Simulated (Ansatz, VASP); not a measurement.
# MgO: VASP beside Ansatz

```
Mg O
1.0
     2.87664    0.00000    0.00000
     0.00000    2.87664    0.00000
     0.00000    0.00000    4.39754
Mg O
2 2
Direct
  0.00000 0.00000 0.00000
  0.50000 0.50000 0.50000
  0.50000 0.50000 0.00000
  0.00000 0.00000 0.50000
```

Alike in both runs: task single point; functional r2SCAN; k mesh 8 × 8 × 6; occupations gaussian, width 0.02 eV; no spin polarisation.

```csv
,VASP,Ansatz
version,VASP 6.6.1,Ansatz 0.2.0
potentials or method,"VASP PAW PBE potentials, release 64 (Mg, O)","scalar-relativistic, plane waves, PAW"
plane-wave cutoff (eV),520,500
valence electrons in the cell,16,32
```

```csv
,VASP,Ansatz,Ansatz less VASP
gap on the k mesh at the Fermi level (eV),5.74,5.77,+0.026
least direct gap on the mesh (eV),5.74,5.77,+0.026
pressure (GPa),4.7,5.8,+1.08
largest component of the traceless stress (GPa),11.29,11.33,+0.043
```

The two sets of potentials don't hold the same shells in valence.

Caveats: the PAW data sets were made with another functional, which shifts forces and pressure a little (VASP). r2SCAN opens gaps a little over a GGA but as a rule still falls short of measured ones.
